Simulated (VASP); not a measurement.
Here is a VASP 6.6.1 calculation.

The input INCAR:

```
PREC = Accurate
ENCUT = 520
EDIFF = 1E-6
ISMEAR = -1
SIGMA = 0.05
LREAL = False
LASPH = True
NELM = 80
ALGO = Normal
ISIF = 2
LWAVE = False
LCHARG = False
GGA = PE
NBANDS = 30
```

File KPOINTS:

```
regular mesh
0
Gamma
  14 14 20
```

POSCAR

```
IrO2
1.0
    4.5940000000      0.0000000000      0.0000000000
    0.0000000000      4.5940000000      0.0000000000
    0.0000000000      0.0000000000      3.0800000000
Ir O
2 4
Direct
    0.0000000000      0.0000000000      0.0000000000
    0.5000000000      0.5000000000      0.5000000000
    0.3077000000      0.3077000000      0.0000000000
    0.1923000000      0.8077000000      0.5000000000
    0.6923000000      0.6923000000      0.0000000000
    0.8077000000      0.1923000000      0.5000000000
```

Potentials or basis: VASP PAW PBE potentials, release 64 (Ir, O).

Command:

```console
$ cat potpaw_PBE.64/Ir/POTCAR potpaw_PBE.64/O/POTCAR > POTCAR
$ mpirun -np 1 vasp_std > vasp.out
```

Problem. Estimate the pressure.

Solution. 6.6 GPa.

Problem. Estimate the band gap on the k mesh.

Solution. None (metal or under the smearing width).

Problem. Predict the largest force.

Solution. 0.586 eV/Å.

Forces in eV/Å, atoms in the order of the input:
```
Ir   0.000  0.000  0.000
Ir   0.000  0.000  0.000
O   -0.414 -0.414  0.000
O    0.414 -0.414  0.000
O    0.414  0.414  0.000
O   -0.414  0.414  0.000
```

The run has no spin-orbit coupling, so splittings on Ir are missing.
